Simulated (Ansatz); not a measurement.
# Te: the cost of one run

Method: DFT HSE06, scalar-relativistic, plane waves, PAW (the target; the first runs use scalar-relativistic PBE), in Ansatz 0.2.0.

## Step 1: Starting point

The structure is trigonal, space group P3_121 (No. 152). The conventional cell has a = 4.699 Å, b = 4.699 Å, c = 5.331 Å, α = 90.00°, β = 90.00°, γ = 120.00°. Around Te (site symmetry 2) lie 2 Te at 2.55 Å.

Structure file:

```xyz
3
Lattice="4.6987 0.0000 0.0000 -2.3493 4.0692 0.0000 0.0000 0.0000 5.3308" Properties=species:S:1:pos:R:3 pbc="T T T"
Te    1.0591    0.0000    4.4423
Te   -0.5295    0.9172    0.8885
Te    1.8198    3.1520    2.6654
```

## Step 2: Relaxing cell and atoms (PBE, 6×6×4 mesh)

File input.yaml:

```yaml
crystal:
  lattice:
    - [4.6986824466, 0.0, 0.0]
    - [-2.3493412233, 4.0691783631, 0.0]
    - [0.0, 0.0, 5.3308124611]
  atoms:
    - { symbol: Te, position: [0.2254, 0.0, 0.8333333333] }
    - { symbol: Te, position: [0.0, 0.2254, 0.1666666667] }
    - { symbol: Te, position: [0.7746, 0.7746, 0.5] }
basis:
  ecutwfc: 420
  ecutrho_ratio: 4
kpoints:
  mp_grid: { grid: [6, 6, 4] }
hamiltonian:
  xc: pbe
scf:
  occupations: { method: gaussian, width: 0.05 }
output:
  forces: true
  stress: true
  eigenvalues: true
relax:
  f_tol: 0.03
  max_steps: 60
  cell: { stress_tol: 0.6 }
```

Q: Estimate wall time and peak memory on 4 threads of an x86-64 CPU, shared host.

About 5 s, with a peak of 0.46 GiB.
